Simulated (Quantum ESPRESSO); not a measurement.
Ge: phonons with vdW-DF-cx

**Measured values to compare with.**

“Temperature-dependent photoluminescence in Ge: experiment and theory”, 2020, arxiv:2003.00143 reports, for a bulk crystal of Ge at 0 K: band gap 0.744 eV (indirect).

Ge:

```xyz
2
Lattice="0.0000 2.8289 2.8289 2.8289 0.0000 2.8289 2.8289 2.8289 0.0000" Properties=species:S:1:pos:R:3 pbc="T T T"
Ge    4.2434    4.2434    4.2434
Ge    2.8289    2.8289    2.8289
```

```json
{
  "Program": "Quantum ESPRESSO 7.5",
  "Task": "phonons",
  "Functional": "vdW-DF-cx",
  "Potentials or basis": "PseudoDojo 0.4.1 SR PBE standard",
  "Cutoff": "1061 eV",
  "Density cutoff": "4245 eV",
  "k mesh": "8 × 8 × 8",
  "Occupations": "cold, width 0.2 eV",
  "Spin": "no spin polarisation",
  "Mixing beta": "0.5",
  "Most SCF iterations": "120",
  "SCF threshold": "4e-10 Ry"
}
```

```yaml
Relaxed_volume: 22.89 Å³/atom
Relaxed_cell: a = 4.016 Å, b = 4.016 Å, c = 4.016 Å, α = 60.00°, β = 60.00°, γ = 60.00°
Space_group_after_relaxing_to_0.05_Å: Fd-3m (No. 227)
Pressure_after_relaxing: 0.0 GPa
Band_gap_on_the_k_mesh: none (metal or under the smearing width)
Highest_phonon_frequency_at_Γ: 280 cm⁻¹
```

Step by step:
```tsv
step	energy change (eV)	largest force (eV/Å)	pressure (GPa)	volume (Å³)
1	0.0000	0.0000	0.74	45.28
2	-0.0007	0.0000	0.49	45.45
3	-0.0011	0.0000	0.21	45.64
4	-0.0012	0.0000	0.01	45.78
5	-0.0012	0.0000	0.00	45.79
```

Final structure:
```
CELL_PARAMETERS angstrom
0.00000 2.83949 2.83949
2.83949 0.00000 2.83949
2.83949 2.83949 0.00000
ATOMIC_POSITIONS crystal
Ge 0.75000 0.75000 0.75000
Ge 0.50000 0.50000 0.50000
```

Levels at points of the mesh, in eV from the Fermi level:
```
             k point  band 10  band 11  band 12  band 13  band 14  band 15  band 16  band 17  band 18  band 19
  (0.00, 0.00, 0.00)   -24.32   -12.61    -0.07     0.11     0.11     0.11     2.64     2.64     2.64     6.48
 (0.00, 0.00, -0.50)   -24.29   -10.55    -7.46    -1.28    -1.28     0.20     3.84     3.84     7.22    10.58
(0.00, -0.50, -0.50)   -24.28    -8.77    -8.77    -2.93    -2.93     0.86     0.86     9.48     9.48    11.56
```

Phonon frequencies in cm⁻¹ (negative: imaginary):
```
              q point           frequencies
(0.000, 0.000, 0.000)  29 29 29 280 280 280
```

Optical modes at Γ, degenerate ones joined:
```csv
cm⁻¹,components,symmetry,active in
280,3,T2g,Raman
```

It took 4.7 min on 4 MPI ranks on Intel(R) Xeon(R) 6975P-C (Granite Rapids), on a shared host, peak memory 1.2 GiB a rank.

Measured gap of Ge: 0.744 eV (indirect; 0 K; “Temperature-dependent photoluminescence in Ge: experiment and theory”, 2020, arxiv:2003.00143). This calculation gives 0.00 eV (-0.74 eV). 3 values of this kind are on record (0.666 to 0.807 eV); this one was drawn at random among those near their median. Spin-orbit coupling on Ge is left out. The value is that of vdW-DF-cx on a finite k mesh, which can miss the band edges, without temperature or zero-point motion.

Caveat: the potentials were made for another functional, which shifts forces and pressure; before the sum rule the acoustic modes lie tens of cm⁻¹ from zero, a sign that the density grid also shifts the optical modes.
